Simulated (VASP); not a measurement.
TePb:

```xyz
2
Lattice="0.0000 3.2310 3.2310 3.2310 0.0000 3.2310 3.2310 3.2310 0.0000" Properties=species:S:1:pos:R:3 pbc="T T T"
Pb    0.0000    0.0000    0.0000
Te    3.2310    3.2310    3.2310
```

Base run:

* Program: VASP 6.6.1
* Functional: r2SCAN
* Potentials or basis: VASP PAW PBE potentials, release 64 (Pb_d, Te)
* Cutoff: 520 eV
* k mesh: 6 × 6 × 6
* Occupations: gaussian, width 0.02 eV
* Spin: spin-orbit coupling, no magnetisation

Its results: pressure 1.4 GPa.

The run is repeated on the same cell with these changes: functional from r2SCAN to PBE. What comes out?

Pressure 2.0 GPa.

Caveats: the PAW data sets were made with another functional, which shifts forces and pressure a little (some runs).
